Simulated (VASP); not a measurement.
# What goes wrong when CuI is relaxed with a bad input

Some relaxations of CuI get a fault in the input on purpose. Which of them show, and how? The starting structure is a measured crystal structure from the Crystallography Open Database. The first relaxation on each setting starts from this cell expanded by 3 % in volume.

Program: VASP 6.6.1. Level of theory: Kohn-Sham DFT with plane waves and PAW; PBEsol. Results are calculated unless marked as measured.

The database entry behind the starting cell differs from later determinations by our own check (about 0.4 % short), so it need not match the best structure at ambient conditions.

### Step 1. The starting structure

The structure is cubic, space group F-43m (No. 216). Conventional cell: a = 6.032 Å, b = 6.032 Å, c = 6.032 Å, α = 90.00°, β = 90.00°, γ = 90.00°. Nearest to I lie 4 Cu at 2.61 Å. Cu has 4 I at 2.61 Å nearest. Farther neighbours and most contacts between anions are not listed.

As a file:

```cif
data_structure
_symmetry_space_group_name_H-M 'P 1'
_symmetry_Int_Tables_number 1
_cell_length_a 4.2653
_cell_length_b 4.2653
_cell_length_c 4.2653
_cell_angle_alpha 60.000
_cell_angle_beta 60.000
_cell_angle_gamma 60.000
_cell_volume 54.87
loop_
_atom_site_label
_atom_site_type_symbol
_atom_site_fract_x
_atom_site_fract_y
_atom_site_fract_z
_atom_site_occupancy
I1 I 0.00000 0.00000 0.00000 1
Cu2 Cu 0.75000 0.75000 0.75000 1
```

### Step 2. Reference relaxation

This run starts from the cell of an earlier relaxation, which isn't shown; the restart sets up the plane waves anew.

INCAR

```
SYSTEM = CuI
PREC = Accurate
ENCUT = 450
EDIFF = 1E-06
NELM = 100
ISMEAR = 0
SIGMA = 0.03
LREAL = .FALSE.
ALGO = Normal
GGA = PS
NBANDS = 15
LASPH = .TRUE.
LORBIT = 11
LWAVE = .FALSE.
LCHARG = .FALSE.
KPAR = 4
IBRION = 2
NSW = 50
ISIF = 3
EDIFFG = -0.006
```

POSCAR

```
CuI
1.0
    0.0000000000      2.9729443569      2.9729443569
    2.9729443569      0.0000000000      2.9729443569
    2.9729443569      2.9729443569      0.0000000000
I Cu
1 1
Direct
    0.0000000000      0.0000000000      0.0000000000
    0.7500000000      0.7500000000      0.7500000000
```

KPOINTS

```
Automatic mesh
0
Gamma
6 6 6
0 0 0
```

The projector-augmented-wave data sets are I and Cu (PBE family, release 64).

On the command line:

```console
$ mpirun -np 4 vasp_std
```

The program printed:

```text
[banner, memory and clock lines left out]
running    4 mpi-ranks, on    1 nodes
 distrk:  each k-point on    1 cores,    4 groups
 distr:  one band on    1 cores,    1 groups

 POSCAR found type information on POSCAR I Cu
 POSCAR found :  2 types and       2 ions
|                                                                             |
|               ----> ADVICE to this user running VASP <----                  |
|                                                                             |
|     You enforced a specific xc type in the INCAR file but a different       |
|     [... a line on the potential file left out ...]
|     I HOPE YOU KNOW WHAT YOU ARE DOING!                                     |
|                                                                             |

 LDA part: xc-table for (Slater+PW92), standard interpolation
 POSCAR, INCAR and KPOINTS ok, starting setup
 FFT: planning ... GRIDC
 FFT: planning ... GRID_SOFT
 FFT: planning ... GRID
 WAVECAR not read
 entering main loop
       N       E                     dE             d eps       ncg     rms          rms(c)
DAV:   1     0.931870795695E+02    0.93187E+02   -0.70690E+03   480   0.116E+03
DAV:   2    -0.231621667555E+00   -0.93419E+02   -0.85004E+02   480   0.231E+02
DAV:   3    -0.647451909723E+01   -0.62429E+01   -0.61491E+01   627   0.650E+01
DAV:   4    -0.664827808433E+01   -0.17376E+00   -0.17368E+00   579   0.101E+01
DAV:   5    -0.665674229297E+01   -0.84642E-02   -0.84639E-02   702   0.257E+00    0.624E+00
DAV:   6    -0.656356423570E+01    0.93178E-01   -0.44746E+00   515   0.592E+01    0.408E+00
DAV:   7    -0.631965183689E+01    0.24391E+00   -0.10336E+00   543   0.361E+01    0.176E+00
DAV:   8    -0.632116003641E+01   -0.15082E-02   -0.68414E-02   743   0.479E+00    0.635E-01
DAV:   9    -0.631664487612E+01    0.45152E-02   -0.15784E-02   616   0.369E+00    0.254E-01
DAV:  10    -0.631673327956E+01   -0.88403E-04   -0.69308E-04   599   0.206E-01    0.212E-01
DAV:  11    -0.631663854177E+01    0.94738E-04   -0.25683E-04   621   0.516E-01    0.494E-02
DAV:  12    -0.631663873655E+01   -0.19478E-06   -0.16636E-04   776   0.305E-01    0.487E-02
DAV:  13    -0.631664009728E+01   -0.13607E-05   -0.11333E-05   571   0.234E-02    0.453E-02
DAV:  14    -0.631664044535E+01   -0.34807E-06   -0.10317E-06   464   0.850E-03
   1 F= -.63166404E+01 E0= -.63166404E+01  d E =-.631664E+01
[...]
2 F= -.63164369E+01 E0= -.63164369E+01  d E =0.203571E-03
[...]
3 F= -.63165964E+01 E0= -.63165964E+01  d E =0.440752E-04
[...]
4 F= -.63166275E+01 E0= -.63166275E+01  d E =0.129432E-04
[...]
5 F= -.63166350E+01 E0= -.63166350E+01  d E =0.545215E-05
 curvature:  -0.00 expect dE=-0.119E-05 dE for cont linesearch -0.119E-05
 ZBRENT: interpolating
 opt :   0.0105  next Energy=    -6.316641 (dE=-0.472E-06)
 bond charge predicted
       N       E                     dE             d eps       ncg     rms          rms(c)
DAV:   1    -0.631663826444E+01   -0.31145E-05   -0.86802E-06   480   0.677E-02    0.640E-03
DAV:   2    -0.631663795821E+01    0.30623E-06   -0.54715E-06   480   0.733E-02
   6 F= -.63166380E+01 E0= -.63166380E+01  d E =0.248714E-05
 curvature:  -0.00 expect dE=-0.879E-09 dE for cont linesearch -0.879E-09
 trial: gam= 0.00000 g(F)=  0.762E-46 g(S)=  0.472E-06 ort =-0.651E-05 (trialstep = 0.802E+00)
 search vector abs. value=  0.472E-06
 reached required accuracy - stopping structural energy minimisation
```

Wall time 14 s (4 MPI ranks of AMD EPYC 7R43, shared host); peak memory 0.58 GiB.

The logs omit lines about the potential files and the build; timing stands in the text.

Parts of OUTCAR (step 2):

```text
ion  position               nearest neighbor table
   1  0.000  0.000  0.000-   2 2.57   2 2.57   2 2.57   2 2.57
   2  0.750  0.750  0.750-   1 2.57   1 2.57   1 2.57   1 2.57

  LATTYP: Found a face centered cubic cell.
 ALAT       =     5.9458887138

 Subroutine GETGRP returns: Found 24 space group operations
 (whereof 24 operations were pure point group operations)

The static configuration has the point symmetry T_d .

 Found     16 irreducible k-points:

   k-points           NKPTS =     16   k-points in BZ     NKDIM =     16   number of bands    NBANDS=     15

   dimension x,y,z NGX =    30 NGY =   30 NGZ =   30
   dimension x,y,z NGXF=    60 NGYF=   60 NGZF=   60

   ENCUT  =  450.0 eV  33.07 Ry    5.75 a.u.   7.27  7.27  7.27*2*pi/ulx,y,z

   NELECT =      18.0000    total number of electrons

 k-points in reciprocal lattice and weights: Automatic mesh
   0.00000000  0.00000000  0.00000000       0.005
   0.16666667  0.00000000  0.00000000       0.037
   0.33333333  0.00000000  0.00000000       0.037
   0.50000000  0.00000000  0.00000000       0.019
   0.16666667  0.16666667  0.00000000       0.028
   0.33333333  0.16666667  0.00000000       0.111
   0.50000000  0.16666667  0.00000000       0.111
  -0.33333333  0.16666667  0.00000000       0.111
  -0.16666667  0.16666667  0.00000000       0.056
[...]
-0.33333333  0.33333333  0.16666667       0.111
  -0.33333333  0.50000000  0.16666667       0.056

 average (electrostatic) potential at core
       1 -91.7348       2 -65.3283

 E-fermi :   5.0920

 k-point     1 :       0.0000    0.0000    0.0000
  band No.  band energies     occupation
    ...
      5       2.8060      2.00000
      6       2.8060      2.00000
      7       4.9351      2.00000
      8       4.9351      2.00000
      9       4.9351      2.00000
     10       6.1211      0.00000
     11       9.6972      0.00000
     12       9.6972      0.00000
     13       9.6972      0.00000
     14      13.0527      0.00000
    ...

 k-point     2 :       0.1667    0.0000    0.0000
  band No.  band energies     occupation
    ...
      5       2.7953      2.00000
      6       2.7953      2.00000
      7       3.9377      2.00000
      8       4.7101      2.00000
      9       4.7101      2.00000
     10       7.0726      0.00000
     11       9.7589      0.00000
     12      10.0735      0.00000
     13      10.0735      0.00000
     14      13.6699      0.00000
    ...

 k-point     3 :       0.3333    0.0000    0.0000
  band No.  band energies     occupation
    ...
      5       2.8067      2.00000
      6       2.8067      2.00000
      7       3.1394      2.00000
      8       4.3132      2.00000
      9       4.3132      2.00000
     10       7.1686      0.00000
     11      10.3312      0.00000
     12      10.3312      0.00000
     13      11.4457      0.00000
     14      13.4785      0.00000
    ...

  Total       -0.0025533     -0.0025533     -0.0025533     -0.0000000     -0.0000000      0.0000000
  in kB       -0.0778417     -0.0778417     -0.0778417     -0.0000000     -0.0000000      0.0000000
  external PRESSURE =      -0.0778417 kB  Pullay stress =       0.0000000 kB

  energy-cutoff  :      450.00
  volume of cell :       52.55
      direct lattice vectors                 reciprocal lattice vectors
    -0.000000000  2.972970915  2.972970915    -0.168181935  0.168181935  0.168181935
     2.972970915 -0.000000000  2.972970915     0.168181935 -0.168181935  0.168181935
     2.972970915  2.972970915 -0.000000000     0.168181935  0.168181935 -0.168181935

 POSITION                                       TOTAL-FORCE (eV/Angst)
 -----------------------------------------------------------------------------------
      0.00000      0.00000      0.00000        -0.000000     -0.000000     -0.000000
      4.45946      4.45946      4.45946         0.000000      0.000000      0.000000
 -----------------------------------------------------------------------------------
    total drift:                               -0.000001     -0.000001     -0.000001

  FREE ENERGIE OF THE ION-ELECTRON SYSTEM (eV)
  ---------------------------------------------------
  free  energy   TOTEN  =        -6.3166379582 eV

  energy  without entropy=       -6.3166379582  energy(sigma->0) =       -6.31663796

 reached required accuracy - stopping structural energy minimisation

 total charge
# of ion       s       p       d       tot
------------------------------------------
    1        1.489   2.758   0.063   4.310
    2        0.351   0.300   9.323   9.974
--------------------------------------------------
tot          1.840   3.059   9.386  14.284

[... 3 further parts left out ...]
```

CONTCAR:

```
CuI
   1.00000000000000
    -0.0000000000000000    2.9729709147711598    2.9729709147711598
     2.9729709147711598   -0.0000000000000000    2.9729709147711598
     2.9729709147711598    2.9729709147711598   -0.0000000000000000
  I               Cu
     1     1
Direct
     0.0000000000000000    0.0000000000000000    0.0000000000000000
     0.7500000000000000    0.7500000000000000    0.7500000000000000
```

The PAW data sets were made with PBE, which is usual practice but a small mismatch for other functionals. The run keeps the 24 symmetry operations of its start, so it cannot find a distortion of lower symmetry.

The reference relaxation ends at 26.277 Å³ an atom.

### Step 3. Relaxation with a k mesh far too coarse

A slip made on purpose: a k mesh far too coarse. Against step 2 the input has a 2×2×2 mesh (also changed: NELM, NCORE and KPAR).

Changes to INCAR since step 2:

```diff
@@ -4,3 +4,3 @@
 EDIFF = 1E-06
-NELM = 100
+NELM = 60
 ISMEAR = 0
@@ -15,3 +15,3 @@
 LCHARG = .FALSE.
-KPAR = 4
+NCORE = 4
 IBRION = 2
```

POSCAR

```
CuI
1.0
    0.0000000000      3.0458633283      3.0458633283
    3.0458633283      0.0000000000      3.0458633283
    3.0458633283      3.0458633283      0.0000000000
I Cu
1 1
Direct
    0.0000000000      0.0000000000      0.0000000000
    0.7500000000      0.7500000000      0.7500000000
```

KPOINTS

```
Automatic mesh
0
Gamma
2 2 2
0 0 0
```

On the command line:

```console
$ mpirun -np 4 vasp_std
```

The program printed:

```text
[banner, memory and clock lines left out]
running    4 mpi-ranks, on    1 nodes
[...]
[... a notice as in an earlier step ...]

 LDA part: xc-table for (Slater+PW92), standard interpolation
 POSCAR, INCAR and KPOINTS ok, starting setup
[...]
entering main loop
       N       E                     dE             d eps       ncg     rms          rms(c)
DAV:   1     0.895266064411E+02    0.89527E+02   -0.69043E+03    90   0.115E+03
DAV:   2    -0.591396766182E+00   -0.90118E+02   -0.81626E+02    90   0.228E+02
DAV:   3    -0.563066485499E+01   -0.50393E+01   -0.49346E+01   125   0.566E+01
DAV:   4    -0.576581250255E+01   -0.13515E+00   -0.13512E+00   104   0.912E+00
[...]
DAV:  12    -0.538300373131E+01    0.16167E-04   -0.35396E-05   156   0.159E-01    0.162E-02
DAV:  13    -0.538300540775E+01   -0.16764E-05   -0.16480E-05   114   0.544E-02    0.103E-02
DAV:  14    -0.538300582973E+01   -0.42198E-06   -0.58993E-07    73   0.963E-03
   1 F= -.53830058E+01 E0= -.53830058E+01  d E =-.538301E+01
[... from here on, the cycles between the ionic steps are left out ...]
   2 F= -.53907725E+01 E0= -.53907725E+01  d E =-.776664E-02
   3 F= -.53908185E+01 E0= -.53908185E+01  d E =-.781268E-02
   4 F= -.53907613E+01 E0= -.53907613E+01  d E =-.775546E-02
   5 F= -.53907971E+01 E0= -.53907971E+01  d E =-.779126E-02
   6 F= -.53908136E+01 E0= -.53908136E+01  d E =-.780775E-02
[...]
reached required accuracy - stopping structural energy minimisation
```

Elapsed: 8.4 s, on 4 MPI ranks; peak memory 0.35 GiB.

Parts of OUTCAR (step 3):

```text
  Total        0.0096080      0.0096080      0.0096080     -0.0000000      0.0000000      0.0000000
  in kB        0.2636884      0.2636884      0.2636884     -0.0000000      0.0000000      0.0000000
  external PRESSURE =       0.2636884 kB  Pullay stress =       0.0000000 kB

 POSITION                                       TOTAL-FORCE (eV/Angst)
 -----------------------------------------------------------------------------------
      0.00000      0.00000      0.00000        -0.000000     -0.000000     -0.000000
      4.61847      4.61847      4.61847         0.000000      0.000000      0.000000
 -----------------------------------------------------------------------------------
    total drift:                               -0.000001     -0.000001     -0.000002

  FREE ENERGIE OF THE ION-ELECTRON SYSTEM (eV)
  ---------------------------------------------------
  free  energy   TOTEN  =        -5.3908135839 eV

  energy  without entropy=       -5.3908135839  energy(sigma->0) =       -5.39081358

[... 1 part as in an earlier step ...]

[... 3 further parts left out ...]
[key lines of the parts left out:]
E-fermi :   3.9968
```

With a k mesh far too coarse the cell ends at 29.189 Å³ an atom, +11.08 % from the reference.

### Step 4. Relaxation with a cutoff far too low

A slip made on purpose: a cutoff far too low. Against step 2 the input has PREC = Normal and ENCUT = 160 (also changed: NELM).

Changes to INCAR since step 3:

```diff
@@ -1,4 +1,4 @@
 SYSTEM = CuI
-PREC = Accurate
-ENCUT = 450
+PREC = Normal
+ENCUT = 160
 EDIFF = 1E-06
@@ -15,3 +15,3 @@
 LCHARG = .FALSE.
-NCORE = 4
+KPAR = 4
 IBRION = 2
```

POSCAR is that of step 3.

KPOINTS

```
Automatic mesh
0
Gamma
6 6 6
0 0 0
```

On the command line:

```console
$ mpirun -np 4 vasp_std
```

The program printed:

```text
[banner, memory and clock lines left out]
running    4 mpi-ranks, on    1 nodes
[...]
[... a notice as in an earlier step ...]

 LDA part: xc-table for (Slater+PW92), standard interpolation
 POSCAR, INCAR and KPOINTS ok, starting setup
[...]
entering main loop
       N       E                     dE             d eps       ncg     rms          rms(c)
DAV:   1     0.479928362622E+02    0.47993E+02   -0.37796E+03   534   0.398E+02
DAV:   2     0.510343756354E+01   -0.42889E+02   -0.39251E+02   585   0.116E+02
DAV:   3     0.419821907955E+01   -0.90522E+00   -0.90275E+00   592   0.180E+01
DAV:   4     0.419237783393E+01   -0.58412E-02   -0.58406E-02   578   0.169E+00
[...]
DAV:  15     0.754754924144E+01    0.22619E-04   -0.77295E-05   508   0.131E-01    0.192E-02
DAV:  16     0.754754576004E+01   -0.34814E-05   -0.16438E-06   429   0.163E-02    0.153E-02
DAV:  17     0.754754580803E+01    0.47983E-07   -0.73588E-07   303   0.457E-03
   1 F= 0.75475458E+01 E0= 0.75475458E+01  d E =0.754755E+01
[...]
|     EEEEE    RRRRRR   RRRRRR   O     O  RRRRRR       #       #       #      |
|     E        R   R    R   R    O     O  R   R                               |
|     E        R    R   R    R   O     O  R    R      ###     ###     ###     |
|     EEEEEEE  R     R  R     R  OOOOOOO  R     R     ###     ###     ###     |
|                                                                             |
|     Orbital orthonormalization failed in the inversion of matrix            |
|     LAPACK: Routine ZPOTRF failed! kpoint: 1 spin: 1                        |
|                                                                             |
|     Possible solutions for this issue are:                                  |
|     - Please check whether the atoms are too close to each other.           |
|     - Decreasing POTIM might help during relaxations or MDs.                |
|     - Deleting CHGCAR or WAVECAR if incompatible with the structure.        |
|     - Try calculating without symmetrizing (ISYM = 0 or ISYM = -1).         |
|     - As last resort: using a different PAW for some of the atoms.          |
|                                                                             |
|       ---->  I REFUSE TO CONTINUE WITH THIS SICK JOB ... BYE!!! <----       |
|                                                                             |

1
1
1
1
```

Elapsed: 6.6 s, on 4 MPI ranks.

VASP stopped with this message: “Orbital orthonormalization failed in the inversion of matrix LAPACK: Routine ZPOTRF failed! kpoint: 1 spin: 1”.

[end of part 1 of 2]

[Lines on the potential files, build, host, timing and source positions are cut from VASP's logs without a mark.]

[Logs are printed without paths, hosts, clocks, repeated set-up lines and the standing remarks that a program may print on its own settings, such as how far it seeks lower states.]

[Hosts, paths, dates, database ids (printed as entryN), source tags and the programs' standing remarks are cut or masked in the printed files.]
